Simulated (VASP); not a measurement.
**VASP 6.6.1 run: RbCl**

INCAR

```
PREC = Accurate
ENCUT = 520
LCHARG = .FALSE.
GGA = PE
NSW = 0
IBRION = -1
LWAVE = .FALSE.
SIGMA = 0.02
ISIF = 2
ISMEAR = -1
EDIFF = 1E-7
LREAL = .FALSE.
LASPH = .TRUE.
NELM = 120
LMAXMIX = 6
NBANDS = 15
```

KPOINTS

```
KPOINTS created by Atomic Simulation Environment
0
Gamma
6 6 6
0 0 0
```

POSCAR

```
Rb Cl
 1.0000000000000000
    -0.0000000000000000    3.3058128185602906    3.3058128185602906
     3.3058128185602906   -0.0000000000000000    3.3058128185602906
     3.3058128185602906    3.3058128185602906   -0.0000000000000000
 Rb  Cl
   1   1
Cartesian
  0.0000000000000000  0.0000000000000000 -0.0000000000000000
  3.3058128185602906  3.3058128185602906  3.3058128185602906
```

The recommended PBE PAW datasets give the neutral cell 16 valence electrons.

Command

```
mpirun -np 1 vasp_std
```

Task: Predict the outcome of this run.

Result: It converged. Results: gap between bands v and c on the k mesh 4.95 eV; least direct gap on the k mesh 4.95 eV; pressure 0.6 GPa. Band v is the last that the valence electrons fill when counted band by band, and c is the next.

OSZICAR

```
N       E                     dE             d eps       ncg     rms          rms(c)
DAV:   1     0.800004382184E+02    0.80000E+02   -0.69016E+03   480   0.929E+02
DAV:   2    -0.120786414184E+01   -0.81208E+02   -0.74059E+02   712   0.167E+02
DAV:   3    -0.689430687216E+01   -0.56864E+01   -0.56508E+01   627   0.445E+01
DAV:   4    -0.703531887882E+01   -0.14101E+00   -0.14097E+00   724   0.716E+00
DAV:   5    -0.703672169850E+01   -0.14028E-02   -0.14028E-02   656   0.711E-01    0.312E+00
DAV:   6    -0.667673457413E+01    0.35999E+00   -0.49948E-01   578   0.345E+00    0.238E+00
DAV:   7    -0.665406092029E+01    0.22674E-01   -0.12181E-01   641   0.184E+00    0.143E+00
DAV:   8    -0.666824753585E+01   -0.14187E-01   -0.17668E-02   580   0.811E-01    0.175E-01
DAV:   9    -0.666932750720E+01   -0.10800E-02   -0.14322E-03   606   0.202E-01    0.102E-01
DAV:  10    -0.666994977771E+01   -0.62227E-03   -0.54494E-04   501   0.147E-01    0.155E-02
DAV:  11    -0.666996581633E+01   -0.16039E-04   -0.25408E-05   634   0.326E-02    0.113E-02
DAV:  12    -0.666997251897E+01   -0.67026E-05   -0.13266E-05   501   0.216E-02    0.334E-03
DAV:  13    -0.666997260480E+01   -0.85829E-07   -0.24448E-07   655   0.332E-03
   1 F= -.66699726E+01 E0= -.66699726E+01  d E =-.144630E-11
```

For comparison, a separate PBE run of the intended cell, on usual settings and not on those above, gives a gap of 4.95 eV on its mesh and a pressure of 0.6 GPa.
